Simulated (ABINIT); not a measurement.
MgTe:

```
CELL_PARAMETERS angstrom
0.00000 3.23200 3.23200
3.23200 0.00000 3.23200
3.23200 3.23200 0.00000
ATOMIC_POSITIONS crystal
Te 0.25000 0.25000 0.25000
Mg 0.00000 0.00000 0.00000
```

The cell comes from a database or a generator and needn't be the stable form of this composition.

Base run:

* Program: ABINIT 10.8.3 (patched build)
* Functional: PBE
* Potentials or basis: JTH PAW PBE v2.0
* Cutoff: 626 eV
* k mesh: 7 × 7 × 7
* Occupations: fermi-dirac, width 0.05 eV
* Spin: no spin polarisation

Its results: band gap on the k mesh 2.42 eV, direct; pressure 0.8 GPa.

**Question.** After a change of settings the same cell gave: band gap on the k mesh 2.61 eV, direct; pressure 1.9 GPa. Which change was it?
A. functional from PBE to PW91
B. functional from PBE to LDA
C. functional from PBE to RPBE
D. functional from PBE to PBEsol

**Answer.** C.

RPBE binds less tightly than PBE, so the same cell stands under more pressure.

Caveats: spin-orbit coupling is left out, which moves the levels of the heavy elements; the PAW data sets were made with another functional, which shifts forces and pressure a little (some runs); an odd mesh through Γ misses points on the zone boundary, where band edges often lie (some runs).
